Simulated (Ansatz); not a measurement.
**CaF2: the band gap up the ladder of functionals**

The task here is to estimate one member of a computed series from the others.

The runs shown are made with Ansatz 0.2.0. PAW datasets, plane waves. Calculated at 0 K for a non-magnetic cell.

## Starting point

The cell was relaxed beforehand with r2SCAN.

Space group Fm-3m (No. 225), cubic; conventional cell a = 5.439 Å, 13.41 Å³ an atom. Ca has 8 F at 2.36 Å; F has 4 Ca at 2.36 Å.

Coordinates:

Space group Fm-3m (No. 225). a = 5.439 Å, b = 5.439 Å, c = 5.439 Å, α = 90.00°, β = 90.00°, γ = 90.00°
```csv
atom,site,symmetry,x,y,z
Ca,4a,m-3m,0.0000,0.0000,0.0000
F,8c,-43m,0.2500,0.7500,0.7500
```

Set-up of the first run:

input.yaml reads:

```yaml
crystal:
  lattice:
    - [0.0, 2.719592886, 2.719592886]
    - [2.719592886, 0.0, 2.719592886]
    - [2.719592886, 2.719592886, 0.0]
  atoms:
    - { symbol: Ca, position: [0.0, 0.0, 0.0] }
    - { symbol: F, position: [0.25, 0.25, 0.25] }
    - { symbol: F, position: [0.75, 0.75, 0.75] }
kpoints:
  mp_grid: { grid: [8, 8, 8] }
  band_path:
    path:
      - [[0.0, 0.0, 0.0], [0.5, 4.127728667609e-35, 0.5], [0.625, 0.25, 0.625]]
      - [[0.375, 0.375, 0.75], [0.0, 0.0, 0.0], [0.5, 0.5, 0.5], [0.5, 0.25, 0.75], [0.5, 4.127728667609e-35, 0.5]]
    npoints: 10
hamiltonian:
  xc: pbe
scf:
  occupations: { method: fermi_dirac, width: 0.02 }
  n_extra_bands: 4
output:
  forces: true
  stress: true
  eigenvalues: true
```

Launch:

```bash
> ansatz run input.yaml --threads 2 --pin off --max-ram 2211MiB --backend cpu --events-out ev --progress --plain --runs-dir out
```

Among the steps run: PBE bands along the symmetry lines; r2SCAN at the same geometry; Single point with HSE06; Single point with PBE0; LDA; G0W0 on PBE; One-shot GW from PBE; Single point with DDH-PBE0; Single point with LC-ωPBE; Single point with r2SCAN0.

One of the session's tables, all rows but one given; the rest of the session is left out.

| level | gap (eV) |
| --- | --- |
| PBE | 7.38 |
| r2SCAN | ? |
| HSE06 | 9.45 |
| PBE0 | 10.21 |
| LDA | 7.00 |
| G0W0@PBE (120 empty bands) | 10.42 |
| G0W0@PBE (298 empty bands) | 10.63 |
| DDH-PBE0 | 12.40 |
| LC-ωPBE | 15.05 |
| r2SCAN0 | 10.60 |

**Question.** Estimate the row for r2SCAN.

The run gave: gap (eV): 8.03. In the column «gap (eV)» it lies between PBE (7.38) and HSE06 (9.45).

Meshes: PBE 8×8×8, r2SCAN 8×8×8, HSE06 6×6×6, PBE0 6×6×6, LDA 8×8×8, DDH-PBE0 6×6×6, LC-ωPBE 6×6×6, r2SCAN0 6×6×6.

What this shows: LDA gives the least gap, 7.00 eV, and LC-ωPBE the largest, 15.05 eV. Against G0W0@PBE, PBE is short by 3.25 eV, at 69 % of it, and r2SCAN 76 %. PBE0 lies 0.76 eV above HSE06, which differs from it by screening the long-range exchange. G0W0 values are finite-basis, finite-mesh values.

Limits of these values: Warnings in the runs' records: stress scf threshold loose, stress exchange threshold loose.
